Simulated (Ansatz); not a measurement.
PbS:

```
CELL_PARAMETERS angstrom
4.08970 0.00000 0.00000
-2.04485 3.54178 0.00000
0.00000 0.00000 3.78817
ATOMIC_POSITIONS crystal
Pb 0.00000 0.00000 0.00000
S 0.66667 0.33333 0.50000
```

Measurements of this composition are mostly on another form, of space group No. 225.

Base run:

| Item | Value |
| --- | --- |
| Program | Ansatz 0.2.0 |
| Functional | LDA |
| Potentials or basis | all-electron LAPW, scalar-relativistic |
| Cutoff | 170 eV (chosen from the basis error) |
| Basis error allowed | 0.001 eV/atom |
| k mesh | 8 × 8 × 7 |
| Occupations | gaussian, width 0.02 eV |
| Spin | no spin polarisation |

Its results: band gap on the k mesh 0.09 eV, indirect (least direct gap 1.56 eV); pressure -4.2 GPa.

**Question.** The run is repeated on the same cell with these changes: functional from LDA to RPBE. What comes out?

**Answer.** Band gap on the k mesh 0.29 eV, indirect (least direct gap 1.70 eV); pressure 1.9 GPa.

RPBE binds less tightly than LDA, so the same cell stands under more pressure.

Caveats: spin-orbit coupling is left out, which as a rule narrows the gap of such compounds by several tenths of an eV; an odd mesh through Γ misses points on the zone boundary, where band edges often lie.
